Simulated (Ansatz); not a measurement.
Input and command of a calculation in Ansatz (plane waves; scalar-relativistic PAW potentials unless the input names others):

```yaml
crystal:
  lattice:
    - [4.31364752, 0.0, 0.0]
    - [0.0, 4.31364752, 0.0]
    - [0.0, 0.0, 4.31364752]
  atoms:
    - { symbol: Cs, position: [0.0, 0.0, 0.0] }
    - { symbol: Cl, position: [0.5, 0.5, 0.5] }
basis:
  ecutwfc: 420
kpoints:
  mp_grid: { grid: [6, 6, 6] }
hamiltonian:
  xc: pbe
  hubbard: { sites: [{ species: Cl, l: p, u_eff: 40.0 }] }
scf:
  occupations: { method: gaussian, width: 0.02 }
  max_iter: 80
output:
  forces: true
  eigenvalues: true
  stress: true
```

```bash
ansatz run input.yaml --threads 1 --pin off --max-ram 1331MiB --backend cpu --events-out ev --progress --plain --runs-dir out
```

Abridged log:
```
Cs: projections on atomic orbitals take those of the free atom [Kr 4d10] 5s2 5p6 6s1, of charge +0.00 (hamiltonian.pseudopotentials.projection_atoms); the dataset's partial waves leave at most 8.5e-6 of an orbital's norm unspanned inside its sphere
Cl: projections on atomic orbitals take those of the free atom [Ne] 3s2 3p5, of charge +0.00 (hamiltonian.pseudopotentials.projection_atoms); the dataset's partial waves leave at most 2.1e-7 of an orbital's norm unspanned inside its sphere
Pseudopotentials: kind: paw
Pseudopotential: Cs, paw, valence charge 9, recommended cutoff 420 eV (normal)
Pseudopotential: Cl, paw, valence charge 7, recommended cutoff 420 eV (normal)
Functional definition: PBE
Crystal: 2 atoms, lattice volume = 80.266 Å³
Basis set: ecut = 420 eV, 1551 PW (Γ), exchange–correlation on 60×60×60 points (8 copies of the dense FFT grid, shifted against one another)
Bands: 12, of which v1, the nominal top of the filled ones, is band 8 counted from 1 (7 counted from 0)
Symmetry: 48 space group operations
Space group: Pm-3m (ITA 221), of the structure as read, at distance tolerance 4.3e-5 Å
k-points: 20 of 216
Initial density: superposition of atomic densities (chi_scale 0.1, normalization cell, long waves kept (reshape's long-wave potential 0.00 eV rms))
Initial wavefunctions: pseudopotential atomic-orbital guess
Functional: x = pbe(κ = 0.804, μ = 0.21951497), c = pbe(β = 0.06672455)
SCF iter   1: F=—  HF=-6749.611432 eV  |F-HF|=—  |Δ(HF+E_count)|=         —  Δρ=1.83e-2  dr2=4.58e-1  ethr=2.86e-3  ⟨swp⟩=1.0  Hψ=2123  notcnv=0
SCF iter   2: F=—  HF=-6751.783997 eV  |F-HF|=—  |Δ(HF+E_count)|=    2.17e0  Δρ=8.48e-3  dr2=1.05e-1  ethr=2.86e-3  ⟨swp⟩=2.6  Hψ=459  notcnv=0
SCF iter   3: F=—  HF=-6752.597055 eV  |F-HF|=—  |Δ(HF+E_count)|=   8.13e-1  Δρ=1.66e-3  dr2=1.54e-3  ethr=6.54e-4  ⟨swp⟩=2.6  Hψ=629  notcnv=0
SCF iter   4: F=—  HF=-6752.598616 eV  |F-HF|=—  |Δ(HF+E_count)|=   1.56e-3  Δρ=4.51e-4  dr2=1.68e-4  ethr=9.64e-6  ⟨swp⟩=2.6  Hψ=625  notcnv=0
SCF iter   5: F=—  HF=-6752.598980 eV  |F-HF|=—  |Δ(HF+E_count)|=   3.64e-4  Δρ=1.61e-4  dr2=1.51e-5  ethr=1.05e-6  ⟨swp⟩=2.2  Hψ=465  notcnv=0
SCF iter   6: F=—  HF=-6752.599008 eV  |F-HF|=—  |Δ(HF+E_count)|=   2.75e-5  Δρ=2.21e-5  dr2=3.28e-7  ethr=9.44e-8  ⟨swp⟩=2.3  Hψ=394  notcnv=0
SCF iter   7: F=-6752.599008 eV  HF=-6752.599008 eV  |F-HF|=3.21e-9  |Δ(HF+E_count)|=   6.40e-7  Δρ=1.19e-6  dr2=1.16e-9  ethr=6.25e-10  ⟨swp⟩=6.2  Hψ=1395  notcnv=0
SCF 1 converged in 7 iterations: F = -6752.599008 eV  dr2 = 1.16e-9
SCF converged after 7 iterations
Free energy (F): -6752.599008 eV
Harris-Foulkes:  -6752.599008 eV  (|F-HF|=3.21e-9)
Internal energy: -6752.599008 eV  (E = F + TS)
E sigma→0 (E₀):  -6752.599008 eV
Fermi energy:    1.229925 eV
--- Forces (eV/Å), atoms counted from 1 ---
  atom   1  Cs     0.00000000     0.00000000     0.00000000
  atom   2  Cl     0.00000000     0.00000000     0.00000000
--- Stress (GPa, compression-positive) ---
        0.186708       0.000000       0.000000
        0.000000       0.186708       0.000000
        0.000000       0.000000       0.186708
  P = ⅓ Tr σ = 0.1867 GPa (1.867 kbar)
Occupation matrices written to <dir>
```

Find the fault.

The fault is an enormous or negative U (hamiltonian.hubbard: not typed → {"sites": [{"species": "Cl", "l": "p", "u_eff": 40.0}]}, the first being the value of the sound run). Setting it back cures it. The run converged all the same, with an energy at zero smearing 759 meV/atom above the reference's (the Hamiltonian itself differs), pressure 0.19 GPa, largest force 0.000 eV/Å, gap on the mesh 11.34 eV, so convergence alone doesn't show that an input is right. A reference run from the same start on usual settings converged with pressure -0.90 GPa, largest force 0.000 eV/Å, gap on the mesh 4.70 eV.